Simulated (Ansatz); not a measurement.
Start from LaAlO3 (space group R-3c, No. 167; a = 5.367 Å, c = 13.108 Å (hexagonal axes)).

All numbers come from Kohn–Sham DFT with the r2SCAN functional, run in Ansatz (an electronic-structure program) with PAW and 500 eV plane waves, no spin-orbit coupling, earlier PAW set.

Before the change:

The band gap comes out as 4.38 eV, the lattice parameter a comes out as 5.367 Å and the gap character is indirect, F → Γ.

It is then changed as follows: a negative pressure, −2 GPa.

**Question.** Predict the new band gap.

**Answer.** The band gap increases by 0.014 eV, from 4.38 eV to 4.40 eV.

**Question.** How does this affect the lattice parameter a?

**Answer.** The lattice parameter a rises by 0.019 Å to 5.386 Å.

**Question.** How does this affect the gap character?

**Answer.** The gap character remains indirect, F → Γ.

Load acts through the strain it causes; cell and atoms are relaxed under it. No phonon test of stability was made.
